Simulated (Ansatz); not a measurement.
# Ru: stress in a strained cell

Ru is deformed so: xy engineering shear strain of -1.5 %. What stress and forces result, by LAPW, PAW and all-electron datasets made for the crystal?

Method: DFT PBE, scalar-relativistic, in Ansatz 0.2.0.

### Step 1. Starting point

It takes space group P6_3/mmc (No. 194, hexagonal). Conventional cell: a = 2.706 Å, b = 2.706 Å, c = 4.282 Å, α = 90.00°, β = 90.00°, γ = 120.00°. Around Ru (site symmetry -6m2) lie 12 Ru at 2.65 to 2.71 Å.

Structure file:

```cif
data_structure
_symmetry_space_group_name_H-M 'P6_3/mmc'
_symmetry_Int_Tables_number 194
_cell_length_a 2.7058
_cell_length_b 2.7058
_cell_length_c 4.2819
_cell_angle_alpha 90.000
_cell_angle_beta 90.000
_cell_angle_gamma 120.000
_cell_volume 27.15
loop_
_atom_site_label
_atom_site_type_symbol
_atom_site_symmetry_multiplicity
_atom_site_Wyckoff_symbol
_atom_site_fract_x
_atom_site_fract_y
_atom_site_fract_z
_atom_site_occupancy
Ru1 Ru 2 c 0.33333 0.66667 0.25000 1
```

The file gives the conventional cell by its symmetry; the runs use the cell typed in the input.

Atoms are numbered in the order of the input: Ru1, Ru2.

### Step 2. After the deformation

Space group P6_3/mmc before, P2_1/m after.

### Step 3. LAPW, all electrons

input.yaml

```yaml
crystal:
  lattice:
    - [2.7057993342, -0.020293495, 0.0]
    - [-1.3704743493, 2.3534377085, 0.0]
    - [0.0, 0.0, 4.2819]
  atoms:
    - { symbol: Ru, position: [0.3333333333, 0.6666666667, 0.25] }
    - { symbol: Ru, position: [0.6666666667, 0.3333333333, 0.75] }
kpoints:
  mp_grid: { grid: [14, 14, 8] }
scf:
  occupations: { method: fermi_dirac, width: 0.03 }
hamiltonian:
  xc: pbe
  pseudopotentials: { kind: all_electron, lapw: { basis_error: 0.001 } }
output:
  forces: true
  stress: true
  eigenvalues: true
```

What it wrote, shortened:

```text
LAPW: plane waves up to 8.608 Å⁻¹, error target 1.0e-3 eV per atom; small_component_spin mean_spin; Ru in spheres of 1.322 Å, 26 of its electrons in bands, Dirac shells []
[...]
Pseudopotentials: kind: all_electron
Pseudopotential: Ru, LAPW, valence charge 26, Koelling and Harmon's equation, gaussian nucleus
Functional definition: PBE
[...]
Crystal: 2 atoms, lattice volume = 27.148 Å³
Basis set: ecut = 282.32057676080154 eV, 295 PW (Γ), exchange–correlation at level 2
Bands: 32, of which v1, the nominal top of the filled ones, is band 26 counted from 1 (25 counted from 0)
Symmetry: 4 space group operations
Space group: P21/m (ITA 11), of the structure as read, at distance tolerance 3.0e-5 Å
k-points: 500 of 1568
[...]
SCF iter   1: F=—  HF=-246591.563245 eV  |F-HF|=—  |Δ(HF+E_count)|=         —  Δρ=4.98e-2  dr2=3.34e-1  ethr=6.39e-4  ⟨swp⟩=2.5  Hψ=103220  notcnv=0
[...]
SCF iter   8: F=-246590.357495 eV  HF=-246590.357495 eV  |F-HF|=5.16e-8  |Δ(HF+E_count)|=   1.90e-7  Δρ=1.33e-5  dr2=5.04e-8  ethr=8.69e-10  ⟨swp⟩=2.0  Hψ=46598  notcnv=0
[...]
SCF converged after 8 iterations
Free energy (F): -246590.357495 eV
[...]
E sigma→0 (E₀):  -246590.354203 eV
Entropy (-TS):   -0.006583 eV (-3.292 meV/atom)
Fermi energy:    25.758206 eV
[...]
--- Forces (eV/Å), atoms counted from 1 ---
  atom   1  Ru     0.06781160    -0.00310071     0.00000000
  atom   2  Ru    -0.06781160     0.00310071     0.00000000
[...]
--- Stress (GPa, compression-positive) ---
        5.149565       2.998961       0.000000
        2.998961       5.125410       0.000000
        0.000000       0.000000       3.420680
  P = ⅓ Tr σ = 4.5652 GPa (45.652 kbar)
--- Band table (eV; the first three rows and the last of 500) ---
[...]
```

Wall time 91 s (1 thread, shared host).

This run gives: pressure 4.57 GPa; no gap; largest force 0.068 eV/Å.

### Step 4. Frozen-core PAW

Changes to input.yaml since step 3:

```diff
@@ -14,3 +14,3 @@
   xc: pbe
-  pseudopotentials: { kind: all_electron, lapw: { basis_error: 0.001 } }
+  pseudopotentials: { kind: paw }
 output:
@@ -19 +19,2 @@
   eigenvalues: true
+  efg: { contact_densities: true }
```

What it wrote, shortened:

```text
Ru: output.efg is read without spin–orbit coupling, which moves field gradients at and beside such atoms by some per cent and up to a factor of two; PAW files take it under magnetization.noncollinear and magnetization.spin_orbit
[...]
Pseudopotentials: kind: paw
Pseudopotential: Ru, paw, valence charge 16, recommended cutoff 420 eV (normal)
Functional definition: PBE
[...]
Crystal: 2 atoms, lattice volume = 27.148 Å³
Basis set: ecut = 420 eV, 537 PW (Γ), exchange–correlation on 40×40×60 points (8 copies of the dense FFT grid, shifted against one another)
Bands: 20, of which v1, the nominal top of the filled ones, is band 16 counted from 1 (15 counted from 0)
Symmetry: 4 space group operations
Space group: P21/m (ITA 11), of the structure as read, at distance tolerance 3.0e-5 Å
k-points: 500 of 1568
[...]
  atom   2  Ru    -0.06768395     0.00318336     0.00000000
[...]
--- Stress (GPa, compression-positive) ---
        5.208836       3.002676       0.000000
        3.002676       5.183639       0.000000
        0.000000       0.000000       3.504688
  P = ⅓ Tr σ = 4.6324 GPa (46.324 kbar)
--- PAW observables at the nuclei: V_zz in 10²¹ V/m², potentials from the cell's mean, atoms counted from 1 ---
  atom   1  Ru V_zz =    -0.914942   η = 0.2985   by run symmetry: allowed
            electrostatic potential = -6805.494173 V   contact ρ = 719498.589151 e/Å³
  atom   2  Ru V_zz =    -0.914942   η = 0.2985   by run symmetry: allowed
            electrostatic potential = -6805.494173 V   contact ρ = 719498.589151 e/Å³
--- Band table (eV; the first three rows and the last of 500) ---
  k-point 0: bands = ["-49.6080", "-49.4026", "-20.1004", "-19.1662", "-19.1515", "-18.9961", "-18.9805", "-18.9528", "15.5432", "17.3238", "20.7943", "21.0714", "21.1019", "21.4921", "21.7382", "22.1046", "22.1677", "24.6783", "24.7451", "24.8183"]
[...]
```

Run time: 9.5 s. Hardware: 1 thread, shared host.

In short: pressure 4.63 GPa; no gap; largest force 0.068 eV/Å; Vzz Ru1 -0.91 (η = 0.30) (10²¹ V/m²).

### Step 5. Datasets made for this crystal

Changes to input.yaml since step 4:

```diff
@@ -14,3 +14,3 @@
   xc: pbe
-  pseudopotentials: { kind: paw }
+  pseudopotentials: { kind: all_electron, datasets: crystal }
 output:
```

What it wrote, shortened:

```text
[...]
band count auto-derived: 13 (N_el = 16.0; filled up to band 8; 12 by the electrons, moments and atoms)
Ru: output.efg is read without spin–orbit coupling, which moves field gradients at and beside such atoms by some per cent and up to a factor of two; PAW files take it under magnetization.noncollinear and magnetization.spin_orbit
[...]
Pseudopotentials: kind: all_electron
Pseudopotential: Ru, paw, valence charge 16, recommended cutoff 320 eV (normal), Koelling and Harmon's equation, gaussian nucleus
Functional definition: PBE
[...]
Crystal: 2 atoms, lattice volume = 27.148 Å³
Basis set: ecut = 320 eV, 329 PW (Γ), exchange–correlation on 32×32×50 points (8 copies of the dense FFT grid, shifted against one another)
Bands: 13, of which v1, the nominal top of the filled ones, is band 8 counted from 1 (7 counted from 0)
Symmetry: 4 space group operations
[...]
  atom   1  Ru     0.06785815    -0.00309749     0.00000000
  atom   2  Ru    -0.06785815     0.00309749     0.00000000
[...]
--- Stress (GPa, compression-positive) ---
        5.149866       2.999074       0.000000
        2.999074       5.125327       0.000000
        0.000000       0.000000       3.420124
  P = ⅓ Tr σ = 4.5651 GPa (45.651 kbar)
  It holds what live shells' own plane waves past their cutoff add
--- PAW observables at the nuclei: V_zz in 10²¹ V/m², potentials from the cell's mean, atoms counted from 1 ---
  atom   1  Ru V_zz =    -1.028234   η = 0.3007   by run symmetry: allowed
            electrostatic potential = -6805.667195 V   contact ρ = 719533.817739 e/Å³
  atom   2  Ru V_zz =    -1.028234   η = 0.3007   by run symmetry: allowed
            electrostatic potential = -6805.667195 V   contact ρ = 719533.817739 e/Å³
--- Band table (eV; the first three rows and the last of 500) ---
  k-point 0: bands = ["17.7834", "19.5655", "23.0372", "23.3144", "23.3453", "23.7349", "23.9811", "24.3476", "24.4108", "26.9206", "26.9875"]
[...]
```

Run time: 35 s. Hardware: 1 thread, shared host.

Read from it: pressure 4.57 GPa; no gap; largest force 0.068 eV/Å; Vzz Ru1 -1.03 (η = 0.30) (10²¹ V/m²).

### Step 6. Stress and forces compared

Stress (GPa, compression positive):

```
          method    xx    yy    zz    yz    xz    xy
            LAPW  5.15  5.13  3.42  0.00  0.00  3.00
             PAW  5.21  5.18  3.50  0.00  0.00  3.00
crystal datasets  5.15  5.13  3.42  0.00  0.00  3.00
```

Forces (eV/Å):

```
atom  LAPW x  LAPW y  LAPW z   PAW x   PAW y  PAW z  crystal datasets x  crystal datasets y  crystal datasets z
 Ru1   0.068  -0.003   0.000   0.068  -0.003  0.000               0.068              -0.003               0.000
 Ru2  -0.068   0.003   0.000  -0.068   0.003  0.000              -0.068               0.003               0.000
```

| method | pressure (GPa) | largest force (eV/Å) | Vzz Ru1 (10²¹ V/m²) | SCF cycles, all passes | time |
| --- | --- | --- | --- | --- | --- |
| LAPW | 4.57 | 0.068 | – | 8 | 91 s |
| PAW | 4.63 | 0.068 | -0.91 | 6 | 9.5 s |
| crystal datasets | 4.57 | 0.068 | -1.03 | 7 | 35 s |

### Step 7. Results

| quantity | value |
| --- | --- |
| pressure | LAPW 4.57, PAW 4.63, crystal datasets 4.57 GPa |
| largest shear or deviatoric stress (LAPW) | 3.00 GPa |

What this shows: The largest part of the stress beyond the pressure is 3.00 GPa in size, in the xy component; the atoms are carried along and not relaxed. No run of the undeformed cell stands beside it, so the pressure holds what the given cell had before the change. PAW: stress within 0.08 GPa of LAPW, forces within 1 meV/Å. Crystal datasets: stress within 0.01 GPa of LAPW, forces within 1 meV/Å.
